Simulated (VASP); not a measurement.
Set up this calculation in VASP 6.6.1, as the native input.

```
Task                   : relaxation of cell and atoms
Functional             : PBE
Potentials or basis    : VASP PAW PBE potentials, release 64 (Re)
Cutoff                 : 600 eV
k mesh                 : 18 × 18 × 10
Occupations            : methfessel-paxton, width 0.1 eV
Spin                   : no spin polarisation
Further INCAR settings : ALGO = Normal; EDIFF = 1e-06; IBRION = 2; EDIFFG = -0.005; NSW = 60; ISIF = 3
```

The structure of Re lies in POSCAR:

```
Re
1.0
    2.7600000000      0.0000000000      0.0000000000
   -1.3800000000      2.3902301100      0.0000000000
    0.0000000000      0.0000000000      4.4500000000
Re
2
Direct
    0.3333333300      0.6666666700      0.2500000000
    0.6666666700      0.3333333300      0.7500000000
```

The cell was built by a generator and needn't be a form met in nature.

The input as run:

INCAR

```
ALGO = Normal
EDIFF = 1E-6
EDIFFG = -0.005
ENCUT = 600
GGA = PE
IBRION = 2
ISIF = 3
ISMEAR = 1
LASPH = True
LCHARG = False
LREAL = False
LWAVE = False
NELM = 120
NSW = 60
PREC = Accurate
SIGMA = 0.1
```

KPOINTS

```
k-points
0
Gamma
  18 18 10
```

Potentials or basis: VASP PAW PBE potentials, release 64 (Re).

Command:

```bash
$ cat potpaw_PBE.64/Re/POTCAR > POTCAR
$ mpirun -np 1 vasp_std > vasp.out
```

Results of the run:

| Item | Value |
| --- | --- |
| Relaxed volume | 14.93 Å³/atom |
| Relaxed cell | a = 2.774 Å, b = 2.774 Å, c = 4.482 Å, α = 90.00°, β = 90.00°, γ = 120.00° |
| Space group after relaxing (to 0.05 Å) | P6_3/mmc (No. 194) |
| Energy gained by relaxing | 5.2 meV/atom |
| Ionic steps | 10 |
| Pressure after relaxing | 0.0 GPa |
| Band gap on the k mesh | none (metal or under the smearing width) |

It took 2.8 min on 1 thread of Intel(R) Xeon(R) Platinum 8488C (Sapphire Rapids) (shared host), peak memory 0.23 GiB.
